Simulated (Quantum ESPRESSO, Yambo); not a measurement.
# CdSe (Cadmoselite): G0W0 with Yambo, start to end, part 3 of 3

How does a plane-wave GW calculation on CdSe (Cadmoselite) run from the first input to the gap?

Quantum ESPRESSO 7.5 and Yambo 5.3.0; PBE and many-body steps on it, plane waves. Known limits of the many-body steps: not at the basis limit; no spin-orbit coupling; coarse k mesh.

So far. Step 3 (Bands along the symmetry lines): The gap is 0.704 eV, as in the run before at this level. Step 4 (Empty states on the mesh, 3×3×2 mesh, 209 bands): On this mesh the gap is 0.704 eV.

The database entry behind the starting cell differs from later determinations by our own check (inner coordinate of an old entry), so it need not match the best structure at ambient conditions.

## 6. Screening and self-energy, 3×3×2 mesh, 209 bands, screening to 129.3 eV

Now the one-shot GW correction: screening in the RPA, then the self-energy of the levels asked for.

This step: G0W0 on PBE, plane waves, norm-conserving pseudopotentials.

Contents of gw1.in:

```
HF_and_locXC
gw0
dyson
ppa
em1d
rim_cut
RandQpts= 1000000
RandGvec= 1 RL
EXXRLvcs= 104 Ry
VXCRLvcs= 416 Ry
Chimod= "HARTREE"
% BndsRnXp
 1 | 209 |
%
NGsBlkXp= 9.5 Ry
% LongDrXp
 1 | 1 | 1 |
%
% GbndRnge
 1 | 209 |
%
DysSolver= "n"
ExtendOut
PPAPntXp= 27.21138 eV
% QPkrange
 1 | 1 | 43 | 46 |
%
```

Run with:

```
$ OMP_NUM_THREADS=1 mpirun -n 16 yambo -F gw1.in -J gw1 -C gw1 > gw1.log
```

The log of the run:

```text
 Yambo, version 5.3.0

 [02] CORE Variables Setup
 =========================

  [... cell, symmetries and grids as in the set-up ...]

  [02.05] Energies & Occupations
  ==============================

  [X] === General ===
  [X] Electronic Temperature                        :  0.000000  0.000000 [eV K]
  [X] Bosonic    Temperature                        :  0.000000  0.000000 [eV K]
  [X] Finite Temperature mode                       : no
  [X] El. density                                   :  0.78285E+24 [cm-3]
  [X] Fermi Level                                   :  8.092665 [eV]

  [X] === Gaps and Widths ===
  [X] Conduction Band Min                           :  0.703775 [eV]
  [X] Valence Band Max                              :  0.000000 [eV]
  [X] Filled Bands                                  :   44
  [X] Empty Bands                                   :   45  209
  [X] Direct Gap                                    :  0.703775 [eV]
  [X] Direct Gap localized at k                     :  1
  [X] Indirect Gap                                  :  0.703775 [eV]
  [X] Indirect Gap between kpts                     :  1  1
  [X] Last valence band width                       :  1.779171 [eV]
  [X] 1st conduction band width                     :  3.696325 [eV]

 [03] Transferred momenta grid and indexing
 ==========================================

 IBZ Q-points                                      :   6
 BZ  Q-points                                      :  18

 K/Q-points units:
 rlu = crystal or reduced units; cc = cartesian coordinates; iku = interal k-units

 Q [1]          [rlu]:  0.000000  0.000000  0.000000
 Q [2]          [rlu]:  0.000000  0.000000 -0.500000
 Q [3]          [rlu]: -0.12136E-16  0.33333       0.0000
 Q [4]          [rlu]: -0.12136E-16  0.33333     -0.50000
 Q [5]          [rlu]:  0.333333  0.333333  0.000000
 Q [6]          [rlu]:  0.333333  0.333333 -0.500000

 [04] Coloumb potential Random Integration (RIM)
 ===============================================

  [04.01] RIM initialization
  ==========================

  * Diagonal components only detected *

  8 x (sBL volume)        :  0.145330 [a.u.]
  sBZ random points       :  1000000
  Points outside the sBZ  :   7980387
  RL volume               :  0.326993 [a.u.]
  Integrated volume       :  0.327797 [a.u.]

  [04.02] RIM integrals
  =====================

  Gamma point sphere radius             :  0.095368 [a.u.]
  Points outside the sphere             :   800063
  [Int_sBZ(q=0) 1/q^2]*(Vol_sBZ)^(-1/3) =:  7.697419
                                 should be <:  7.795600

  Summary of Coulomb integrals for non-metallic bands |Q|[au] RIM/Bare

  Q [1] 0.100000E-4 0.987406 * Q [2] 0.236818 0.992990
  Q [3] 0.297619 1.087479 * Q [4] 0.380341 1.048230
  Q [5] 0.515491 1.031768 * Q [6] 0.567286 1.024597

 [05] Dipoles
 ============

  [05.01] Setup: observables and procedures
  =========================================

  [WARNING] [x,Vnl] slows the Dipoles computation. To neglect it rename the ns.kb_pp file

 [06] Dynamic Dielectric Matrix (PPA)
 ====================================

 [SLK-Inversion]  Pools        :   4
 [SLK-Inversion]  BLACS grid   :  2  2

 [WR./gw1//ndb.pp]---------------------------------------------------------------
  Brillouin Zone Q/K grids (IBZ/BZ)                :   6  18   6  18
  RL vectors                                       :  15861 [WF]
  Coulomb cutoff potential                         : none
  Electronic Temperature                           :  0.000000 [K]
  Bosonic    Temperature                           :  0.000000 [K]
  PPA    diel. fun.  energies                      : Perdew, Burke & Ernzerhof(X)+Perdew, Burke & Ernzerhof(C)
  wavefunctions                                    : Perdew, Burke & Ernzerhof(X)+Perdew, Burke & Ernzerhof(C)
  Global Gauge                                     : length
  X matrix size                                    :   403
  X band range                                     :    1  209
  X e/h energy range                               : -1.000000 -1.000000 [eV]
  X Time ordering                                  : R
  X Hxc Kernel                                     : HARTREE
  X Drude frequency                                :  0.000000  0.000000
  X poles                                          :  100.0000 [o/o]
  RL vectors in the sum                            :  15861
  [r,Vnl] included                                 : yes
  Field direction                                  :  0.577350E-5  0.577350E-5  0.577350E-5
  BZ energy Double Grid                            : no
  BZ energy DbGd points                            : 0
  BZ Q point size factor                           : -1.000000
  X Optical Averaged directions                    : none

 [07] Local Exchange-Correlation + Non-Local Fock
 ================================================

 [VXC] Plane waves :  108753
 [EXS] Plane waves :  13597

 QP @ state[ 1 ] K range:  1  1
 QP @ state[ 1 ] b range:   43   46

 [xc] Functional : Perdew, Burke & Ernzerhof(X)+Perdew, Burke & Ernzerhof(C)
 [xc] LIBXC used to calculate xc functional
  PP Number of Atomic Species                      :  2
  NLCC RL compoments                               :  108753
  PP Number of Atomic Species                      :  2
  NLCC RL compoments                               :  108753

 [xc] E_xc :  -81.16671 [Ha]
      E_xc :  -162.3334 [Ry]

  Local XC kind (lXC) : Perdew, Burke & Ernzerhof(X)+Perdew, Burke & Ernzerhof(C)
  Non-Local XC kind (nlXC) : Hartree-Fock

  Corrections @ K [1] :  [eV]
 <43|nlXC|43> = -18.61546 -0.52371E-17 <43|lXC|43> = -16.06651  0.89836E-24
 <44|nlXC|44> = -18.61532 -0.10916E-16 <44|lXC|44> = -16.06651 -0.18882E-15
 <45|nlXC|45> = -8.092772 -0.58111E-18 <45|lXC|45> = -11.82638  0.18882E-15
 <46|nlXC|46> = -7.294778 -0.18313E-17 <46|lXC|46> = -11.48394  0.15981E-22

 [08] Dyson equation: Newton solver
 ==================================

  [08.01] G0W0 (W PPA)
  ====================

  [  GW  ] Bands range     :    1  209
  [GW/PPA] G damping       :  0.100000 [eV]

  QP @ state[ 1 ] K range:  1  1
  QP @ state[ 1 ] b range:   43   46

   Sc/G bands                                       :    1  209
   Sc/G damping                                     :  0.100000 ev
   Sc bands terminator                              : no
   Sx RL components                                 :  13597

   QP @ state[ 1 ] K range                          :  1  1
   QP @ state[ 1 ] b range                          :   43   46
   GF energies kind                                 : Perdew, Burke & Ernzerhof(X)+Perdew, Burke & Ernzerhof(C)
   GF WF`s kind                                     : Perdew, Burke & Ernzerhof(X)+Perdew, Burke & Ernzerhof(C)
   Xs energies kind                                 : Perdew, Burke & Ernzerhof(X)+Perdew, Burke & Ernzerhof(C)
   Xs WF`s kind                                     : Perdew, Burke & Ernzerhof(X)+Perdew, Burke & Ernzerhof(C)

 [11] Game Over & Game summary
```

It took 70 s on 16 MPI ranks of Arm Neoverse V2, shared host; peak memory 10 GiB; 18 min of CPU time.

This step gave:

```
G0W0 gap on the points computed              : 1.285 eV
starting gap on the mesh                     : 0.7038 eV
k of the valence top                         : 0, 0, 0
k of the conduction bottom                   : 0, 0, 0
least direct G0W0 gap on the computed points : 1.285 eV
Z at the valence top                         : 0.7926
Z at the conduction bottom                   : 0.8129
```

The gap on the mesh goes from 0.70 eV to 1.28 eV, a correction of +0.58 eV.

Limits: finite bands, cutoff and mesh; no spin-orbit coupling; coarse k mesh. v1 is the top filled band, c1 the lowest empty one. The levels before and after the correction (eV, zero at the valence-band top of each column):

```
           conduction bottom  valence top
Kohn-Sham               0.70         0.00
     G0W0               1.28         0.00
```

```
             level  energy (eV)
Kohn-Sham  Γ v2-v1        0.000
Kohn-Sham     Γ c1        0.704
Kohn-Sham     Γ c2        2.123
     G0W0  Γ v2-v1        0.000
     G0W0     Γ c1        1.285
     G0W0     Γ c2        2.812
```

## 7. Where the time went

Times are wall times on the hardware named with each run, good to a factor of about two.

```
                          step   time  share  memory (GiB)
                  ground state   25 s   19 %           1.8
bands along the symmetry lines   15 s   11 %           2.4
      empty states on the mesh   22 s   16 %           1.8
         conversion and set-up  2.7 s    2 %          0.25
     screening and self-energy   70 s   52 %            10
```

## 8. Outcome

```
PBE gap              : 0.70 eV, direct
G0W0 gap on the mesh : 1.28 eV
GW settings          : 3×3×2 mesh, 209 bands, screening to 129.3 eV, Godby-Needs plasmon pole
known limits         : not at the basis limit; no spin-orbit coupling; coarse k mesh
```

In words: G0W0 moves the gap on the mesh from 0.70 eV to 1.28 eV (+0.58 eV), with Z of 0.79 and 0.81 at the edges. Only 1 of the mesh's irreducible points was corrected, so a valley elsewhere could overtake. The dearest step here is «screening and self-energy». Bands and cutoff are finite, so the gap is not at the basis limit. The miss can reach some tenths of an eV and take either sign; the mesh is an error of its own. In the G0W0 run levels were corrected at 1 k point alone, so a gap called «on the mesh» is the least over those, and an edge elsewhere would be missed. The 3×3×2 mesh is coarse for this cell, which bears on the long-range parts of exchange and screening. The many-body steps are scalar-relativistic: spin-orbit coupling is not in them.

[Paths, hosts, dates, memory and timing lines, banners, echoed tables and standing remarks are left out of the program output.]

[Logs are printed without paths, hosts, clocks, repeated set-up lines and the standing remarks that a program may print on its own settings, such as how far it seeks lower states.]

[Runs of the session that timed out or met a known fault of the program may be left out.]

[Hosts, paths, dates, database ids (printed as entryN), source tags and the programs' standing remarks are cut or masked in the printed files.]
